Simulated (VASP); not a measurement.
# Zr (Im-3m) in VASP: a series of runs, part 2 of 2

VASP 6.6.1. Earlier steps stand in the parts before.

### Step 4. Phonons, PBEsol

POSCAR

```
Zr
1.0
   -1.8100000000      1.8100000000      1.8100000000
    1.8100000000     -1.8100000000      1.8100000000
    1.8100000000      1.8100000000     -1.8100000000
Zr
1
Direct
    0.0000000000      0.0000000000      0.0000000000
```

INCAR.step1

```
PREC = Accurate
ENCUT = 600
EDIFF = 1E-8
ISMEAR = -1
SIGMA = 0.05
LREAL = False
LASPH = True
NELM = 60
ALGO = Fast
ISIF = 3
LWAVE = False
LCHARG = False
GGA = PS
IBRION = 2
NSW = 40
EDIFFG = -0.002
```

INCAR.step2

```
PREC = Accurate
ENCUT = 600
EDIFF = 1E-8
ISMEAR = -1
SIGMA = 0.05
LREAL = False
LASPH = True
NELM = 60
ALGO = Fast
ISIF = 2
LWAVE = False
LCHARG = False
GGA = PS
IBRION = 8
NSW = 1
```

KPOINTS

```
regular mesh
0
Gamma
  7 7 7
```

Potentials or basis: VASP PAW PBE potentials, release 64 (Zr_sv).

The run is started by

```bash
$ cat potpaw_PBE.64/Zr_sv/POTCAR > POTCAR
$ cp INCAR.step1 INCAR
$ mpirun -np 1 vasp_std > vasp.out
$ cp CONTCAR POSCAR
$ cp INCAR.step2 INCAR
$ mpirun -np 1 vasp_std > vasp.out
```

OUTCAR:

```text
PREC = Accurate
   ENCUT = 600
   EDIFF = 1E-8
   ISMEAR = -1
   LREAL = False
   LASPH = True
   NELM = 60
   ISIF = 2
   GGA = PS
   IBRION = 8
   NSW = 1

 ion  position               nearest neighbor table
   1  0.000  0.000  0.000-

  LATTYP: Found a body centered cubic cell.
 ALAT       =     3.5210034509

  Lattice vectors:

 A1 = (  -1.7605017255,   1.7605017255,   1.7605017255)
 A2 = (   1.7605017255,  -1.7605017255,   1.7605017255)
 A3 = (   1.7605017255,   1.7605017255,  -1.7605017255)

Analysis of symmetry for initial positions (statically):
=====================================================================
 Subroutine PRICEL returns:
 Original cell was already a primitive cell.

 Routine SETGRP: Setting up the symmetry group for a
 body centered cubic supercell.

 Subroutine GETGRP returns: Found 48 space group operations
[... 466 lines left out ...]
  ---------------------------------------------------
  free energy    TOTEN  =        -0.61263329 eV

  energy without entropy =       -0.61263330

------------------------ aborting loop because EDIFF is reached ----------------------------------------

 INTERNAL STRAIN TENSOR  FOR ION    1  DIRECTION 1   (eV/Angst):
 -----------------------------------------------------------------------------
     0.04175  0.00000  0.00000
    -0.00000  0.01307 -0.00000
     0.00000 -0.00000  0.01307

 INTERNAL STRAIN TENSOR FOR ION    1 for displacements in x,y,z  (eV/Angst):
          X           Y           Z          XY          YZ          ZX
  --------------------------------------------------------------------------------
  x     0.00000     0.00000     0.00000     0.00000     0.00000     0.00000
  y     0.00000     0.00000     0.00000     0.00000     0.00000     0.00000
  z     0.00000     0.00000     0.00000     0.00000     0.00000     0.00000

 SECOND DERIVATIVES (NOT SYMMETRIZED)
 ------------------------------------
               1X          1Y          1Z
  1X    -0.021390    0.000000    0.000000
  1Y     0.000000   -0.021390    0.000000
  1Z     0.000000    0.000000   -0.021390

 Eigenvectors and eigenvalues of the dynamical matrix
 ----------------------------------------------------

   1 f  =    0.239388 THz     1.504118 2PiTHz    7.985116 cm-1     0.990028 meV
             X         Y         Z           dx          dy          dz
      0.000000  0.000000  0.000000     1.000000    0.000000    0.000000

   2 f  =    0.239388 THz     1.504118 2PiTHz    7.985116 cm-1     0.990028 meV
             X         Y         Z           dx          dy          dz
      0.000000  0.000000  0.000000     0.000000    1.000000    0.000000

   3 f  =    0.239388 THz     1.504118 2PiTHz    7.985116 cm-1     0.990028 meV
             X         Y         Z           dx          dy          dz
      0.000000  0.000000  0.000000     0.000000    0.000000    1.000000

--------------------------------------------------------------------------------------------------------

 ELASTIC MODULI CONTR FROM IONIC RELAXATION (kBar)
 Direction    XX          YY          ZZ          XY          YZ          ZX
 --------------------------------------------------------------------------------
 XX           0.0000      0.0000      0.0000      0.0000      0.0000      0.0000
 YY           0.0000      0.0000      0.0000      0.0000      0.0000      0.0000
 ZZ           0.0000      0.0000      0.0000      0.0000      0.0000      0.0000
 XY           0.0000      0.0000      0.0000      0.0000      0.0000      0.0000
 YZ           0.0000      0.0000      0.0000      0.0000      0.0000      0.0000
 ZX           0.0000      0.0000      0.0000      0.0000      0.0000      0.0000
 --------------------------------------------------------------------------------
```

OUTCAR.step1:

```text
PREC = Accurate
   ENCUT = 600
   EDIFF = 1E-8
   ISMEAR = -1
   LREAL = False
   LASPH = True
   NELM = 60
   ISIF = 3
   GGA = PS
   IBRION = 2
   NSW = 40
   EDIFFG = -0.002

[... 375 lines left out ...]
 k-point     1 :       0.0000    0.0000    0.0000
  band No.  band energies     occupation
      1     -38.9394      2.00000
      2     -16.3712      2.00000
      3     -16.3712      2.00000
      4     -16.3712      2.00000
      5       3.8262      2.00000
      6      10.4650      0.00000
      7      10.4650      0.00000
      8      10.4650      0.00000
      9      13.1293      0.00000
     10      13.1293      0.00000
[... 273 lines left out ...]
  FREE ENERGIE OF THE ION-ELECTRON SYSTEM (eV)
  ---------------------------------------------------
  free  energy   TOTEN  =        -8.9733852831 eV

  energy  without entropy=       -8.9457591417  energy(sigma->0) =       -8.95957221

 reached required accuracy - stopping structural energy minimisation
```

OSZICAR.step1:

```text
N       E                     dE             d eps       ncg     rms          rms(c)
DAV:   1     0.888855959892E+02    0.88886E+02   -0.75371E+03   400   0.133E+03
DAV:   2    -0.622494622176E+01   -0.95111E+02   -0.93705E+02   436   0.310E+02
DAV:   3    -0.922837181197E+01   -0.30034E+01   -0.29295E+01   542   0.485E+01
[... 124 lines left out ...]
RMM:   8    -0.897338525600E+01   -0.79341E-07   -0.97333E-08   365   0.248E-03    0.423E-04
RMM:   9    -0.897338527509E+01   -0.19091E-07   -0.14378E-08   315   0.153E-03    0.137E-04
RMM:  10    -0.897338529831E+01   -0.23221E-07   -0.43497E-08   309   0.136E-03    0.273E-04
RMM:  11    -0.897338528108E+01    0.17226E-07    0.23341E-09   220   0.864E-04    0.177E-04
RMM:  12    -0.897338528311E+01   -0.20234E-08   -0.19807E-08   166   0.830E-04
   6 F= -.89733853E+01 E0= -.89595722E+01  d E =-.672907E-05
```

It took 60 s on 1 thread of Intel Xeon 6975P-C (Granite Rapids), shared host; peak memory 0.15 GiB.

What came out:

- Relaxed volume: 21.83 Å³/atom
- Relaxed cell: a = 3.049 Å, b = 3.049 Å, c = 3.049 Å, α = 109.47°, β = 109.47°, γ = 109.47°
- Space group after relaxing (to 0.05 Å): Im-3m (No. 229)

Step by step:
```csv
step,energy change (eV),largest force (eV/Å),pressure (GPa),volume (Å³)
1,0.0000,0.0000,-5.67,23.72
2,-0.0260,0.0000,3.43,20.95
3,-0.0350,0.0000,-0.04,21.84
4,-0.0350,0.0000,0.09,21.80
5,-0.0350,0.0000,-0.04,21.84
6,-0.0350,0.0000,0.00,21.83
```

Final structure:
```cif
data_structure
_symmetry_space_group_name_H-M 'P 1'
_symmetry_Int_Tables_number 1
_cell_length_a 3.0493
_cell_length_b 3.0493
_cell_length_c 3.0493
_cell_angle_alpha 109.471
_cell_angle_beta 109.471
_cell_angle_gamma 109.471
_cell_volume 21.83
loop_
_atom_site_label
_atom_site_type_symbol
_atom_site_fract_x
_atom_site_fract_y
_atom_site_fract_z
_atom_site_occupancy
Zr1 Zr 0.00000 0.00000 0.00000 1
```

Caveat: the PAW data sets were made with another functional, which shifts forces and pressure a little.

### Step 5. Elastic constants, PBEsol

POSCAR is that of step 4.

INCAR.step1

```
PREC = Accurate
ENCUT = 600
EDIFF = 1E-8
ISMEAR = -1
SIGMA = 0.05
LREAL = F
LASPH = T
NELM = 60
ALGO = Fast
ISIF = 3
LWAVE = F
LCHARG = F
GGA = PS
IBRION = 2
NSW = 40
EDIFFG = -0.002
```

INCAR.step2

```
PREC = Accurate
ENCUT = 600
EDIFF = 1E-8
ISMEAR = -1
SIGMA = 0.05
LREAL = F
LASPH = T
NELM = 60
ALGO = Fast
ISIF = 3
LWAVE = F
LCHARG = F
GGA = PS
IBRION = 6
NFREE = 2
POTIM = 0.015
NSW = 1
```

KPOINTS

```
Automatic mesh
0
Gamma
  7 7 7
```

The run is started by

```bash
$ cat potpaw_PBE.64/Zr_sv/POTCAR > POTCAR
$ cp INCAR.step1 INCAR
$ mpirun -np 1 vasp_std > vasp.out
$ cp CONTCAR POSCAR
$ cp INCAR.step2 INCAR
$ mpirun -np 1 vasp_std > vasp.out
```

Run time: 2.7 min. Hardware: 1 thread of Intel Xeon 6975P-C (Granite Rapids), shared host; peak memory 0.18 GiB.

It converged, with:

```yaml
Relaxed_volume: 21.83 Å³/atom
Relaxed_cell: a = 3.049 Å, b = 3.049 Å, c = 3.049 Å, α = 109.47°, β = 109.47°, γ = 109.47°
Space_group_after_relaxing_to_0.05_Å: Im-3m (No. 229)
Elastic_constants_C11_C12_C44: -15, 123, 6 GPa
Voigt_bulk_modulus: 77 GPa
```

The path:
```tsv
step	energy change (eV)	largest force (eV/Å)	pressure (GPa)	volume (Å³)
1	0.0000	0.0000	-5.67	23.72
2	-0.0260	0.0000	3.43	20.95
3	-0.0350	0.0000	-0.04	21.84
4	-0.0350	0.0000	0.09	21.80
5	-0.0350	0.0000	-0.04	21.84
6	-0.0350	0.0000	0.00	21.83
```

Final structure:
```xyz
1
Lattice="-1.7605 1.7605 1.7605 1.7605 -1.7605 1.7605 1.7605 1.7605 -1.7605" Properties=species:S:1:pos:R:3 pbc="T T T"
Zr    1.7605    1.7605    1.7605
```

Elastic tensor in Voigt notation (GPa, in the Cartesian axes of the cell as first typed):
```
-15 123 123   0   0   0
123 -15 123   0   0   0
123 123 -15   0   0   0
  0   0   0   6   0   0
  0   0   0   0   6   0
  0   0   0   0   0   6
```

Clamped-ion elastic tensor (GPa):
```
-15 123 123   0   0   0
123 -15 123   0   0   0
123 123 -15   0   0   0
  0   0   0   6   0   0
  0   0   0   0   6   0
  0   0   0   0   0   6
```

Caveat: the elastic tensor has a negative eigenvalue, so either the cell is unstable as it stands or the mesh is too thin; the PAW data sets were made with another functional, which shifts forces and pressure a little.

### Step 6. For comparison

An earlier run on the cell as given: functional PBE; potentials or basis VASP PAW PBE potentials, release 64 (Zr_sv); cutoff 520 eV; k mesh 10 × 10 × 10; occupations fermi-dirac, width 0.05 eV; no spin polarisation.

- Pressure: -3.3 GPa
- Band gap on the k mesh: none (metal or under the smearing width)
